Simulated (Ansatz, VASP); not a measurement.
Al: VASP beside Ansatz

INCAR

```
  PREC = Accurate
  ENCUT = 520
  EDIFF = 1E-7
  ISMEAR = 0
  SIGMA = 0.1
  LREAL = F
  LASPH = T
  NELM = 60
  ALGO = Fast
  ISIF = 2
  LWAVE = F
  LCHARG = F
  GGA = PE
  NBANDS = 10
```

KPOINTS

```
Automatic mesh
0
Gamma
  9 9 16
```

The input POSCAR:

```
Al
1.0
    3.8679257556      0.0000000000      0.0106390737
    0.0000000000      3.8679403874      0.0000000000
   -1.9281036472      0.0000000000      2.1247565054
Al
2
Direct
    0.0000000000      0.0000000000      0.0000000000
    0.5000000000      0.5000000000      0.0000000000
```

Input for Ansatz:

```yaml
crystal:
  lattice:
    - [3.8679257556, 0.0, 0.0106390737]
    - [0.0, 3.8679403874, 0.0]
    - [-1.9281036472, 0.0, 2.1247565054]
  atoms:
    - { symbol: Al, position: [0.0, 0.0, 0.0] }
    - { symbol: Al, position: [0.5, 0.5, 0.0] }
basis:
  ecutwfc: 420
kpoints:
  mp_grid: { grid: [9, 9, 16] }
hamiltonian:
  xc: pbe
scf:
  occupations: { method: gaussian, width: 0.1 }
output:
  forces: true
  stress: true
  eigenvalues: true
```

Change from the starting cell: band edges of the strained film's bulk.

Alike in both runs: task single point; functional PBE; k mesh 9 × 9 × 16; occupations gaussian, width 0.1 eV; no spin polarisation.

|  | VASP | Ansatz |
| --- | --- | --- |
| version | VASP 6.6.1 | Ansatz 0.2.0 |
| potentials or method | VASP PAW PBE potentials, release 64 (Al) | scalar-relativistic, plane waves, PAW |
| plane-wave cutoff (eV) | 520 | 420 |
| valence electrons in the cell | 6 | 6 |

Ansatz gave:

```
gap on the k mesh at the Fermi level (eV)       : none
pressure (GPa)                                  : 3.7
largest component of the traceless stress (GPa) : 3.65
```

Question: Which values does VASP return?

Answer: gap on the k mesh at the Fermi level (eV): none; pressure (GPa): 3.6; largest component of the traceless stress (GPa): 3.64.

A gap of «none» marks a metal or a gap that the smearing closes.
